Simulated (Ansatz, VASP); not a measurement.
## One calculation of AlN, two programs

File INCAR:

```
PREC     = Accurate       # precision mode
ENCUT    = 520            # plane-wave cutoff, eV
EDIFF    = 1E-6           # SCF threshold, eV
ISMEAR   = 0              # smearing method
SIGMA    = 0.05           # smearing width, eV
LREAL    = F              # projectors in reciprocal space
LASPH    = T              # aspherical terms in the spheres
NELM     = 80             # most SCF steps
ALGO     = Normal         # electronic algorithm
ISIF     = 2              # what is computed and relaxed
LWAVE    = F              # write WAVECAR
LCHARG   = F              # write CHGCAR
GGA      = PE             # functional
NBANDS   = 11             # bands
```

Contents of KPOINTS:

```
Automatic mesh
0
Gamma
  10 10 10
```

The input POSCAR:

```
AlN
1.0
    0.0000000000      2.2495133664      2.1839935596
    2.2495133664      0.0000000000      2.1839935596
    2.2495133664      2.2495133664      0.0000000000
Al N
1 1
Direct
    0.0000000000      0.0000000000      0.0000000000
    0.7500000000      0.7500000000      0.7500000000
```

Input for Ansatz:

```yaml
crystal:
  lattice:
    - [0.0, 2.2495133664, 2.1839935596]
    - [2.2495133664, 0.0, 2.1839935596]
    - [2.2495133664, 2.2495133664, 0.0]
  atoms:
    - { symbol: Al, position: [0.0, 0.0, 0.0] }
    - { symbol: "N", position: [0.75, 0.75, 0.75] }
basis:
  ecutwfc: 420
kpoints:
  mp_grid: { grid: [10, 10, 10] }
hamiltonian:
  xc: pbe
scf:
  occupations: { method: gaussian, width: 0.05 }
output:
  forces: true
  stress: true
  eigenvalues: true
```

Change from the starting cell: strain +0.0300 x Voigt [1, 1, 0, 0, 0, 0], atoms carried along.

Alike in both runs: task single point; functional PBE; k mesh 10 × 10 × 10; occupations gaussian, width 0.05 eV; no spin polarisation.

|  | VASP | Ansatz |
| --- | --- | --- |
| version | VASP 6.6.1 | Ansatz 0.2.0 |
| potentials or method | VASP PAW PBE potentials, release 64 (Al, N) | scalar-relativistic, plane waves, PAW |
| plane-wave cutoff (eV) | 520 | 420 |
| valence electrons in the cell | 8 | 8 |

```tsv
	VASP	Ansatz	Ansatz less VASP
gap on the k mesh at the Fermi level (eV)	3.13	3.14	+0.007
least direct gap on the mesh (eV)	3.60	3.59	-0.007
pressure (GPa)	-6.7	-6.4	+0.29
largest component of the traceless stress (GPa)	2.46	2.45	-0.017
```

A k mesh can miss the band edges.
